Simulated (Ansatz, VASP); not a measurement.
# SiC (Moissanite 3C): VASP beside Ansatz

INCAR

```
ALGO     = Normal         # electronic algorithm
EDIFF    = 1E-7           # SCF threshold, eV
ENCUT    = 520            # plane-wave cutoff, eV
GGA      = PS             # functional
ISIF     = 2              # what is computed and relaxed
ISMEAR   = 0              # smearing method
LASPH    = True           # aspherical terms in the spheres
LCHARG   = True           # write CHGCAR
LELF     = True           # ELF
LREAL    = False          # projectors in reciprocal space
LVHAR    = True         
LWAVE    = False          # write WAVECAR
NBANDS   = 11             # bands
NELM     = 100            # most SCF steps
PREC     = Accurate       # precision mode
SIGMA    = 0.05           # smearing width, eV
```

File KPOINTS:

```
k-points
0
Gamma
  18 18 18
```

Contents of POSCAR:

```
SiC
1.0
    0.0000000000      1.9879704702      1.9879704702
    1.9879704702      0.0000000000      1.9879704702
    1.9879704702      1.9879704702      0.0000000000
Si C
1 1
Direct
    0.0000000000      0.0000000000      0.0000000000
    0.2500000000      0.2500000000      0.2500000000
```

Input for Ansatz:

```yaml
crystal:
  lattice:
    - [0.0, 1.9879704702, 1.9879704702]
    - [1.9879704702, 0.0, 1.9879704702]
    - [1.9879704702, 1.9879704702, 0.0]
  atoms:
    - { symbol: Si, position: [0.0, 0.0, 0.0] }
    - { symbol: C, position: [0.25, 0.25, 0.25] }
basis:
  ecutwfc: 420
  ecutrho_ratio: 4
kpoints:
  mp_grid: { grid: [18, 18, 18] }
hamiltonian:
  xc: pbesol
scf:
  occupations: { method: gaussian, width: 0.05 }
output:
  forces: true
  stress: true
  eigenvalues: true
```

Alike in both runs: task single point; functional PBEsol; k mesh 18 × 18 × 18; occupations gaussian, width 0.05 eV; no spin polarisation.

|  | VASP | Ansatz |
| --- | --- | --- |
| version | VASP 6.6.1 | Ansatz 0.2.0 |
| potentials or method | VASP PAW PBE potentials, release 64 (Si, C) | scalar-relativistic, plane waves, PAW |
| plane-wave cutoff (eV) | 520 | 420 |
| valence electrons in the cell | 8 | 8 |

Ansatz gave:

- gap on the k mesh at the Fermi level (eV): 0.95
- least direct gap on the mesh (eV): 4.68

Task: Estimate VASP's values.

Result: gap on the k mesh at the Fermi level (eV): 0.94; least direct gap on the mesh (eV): 4.66.

 A k mesh can miss the band edges.
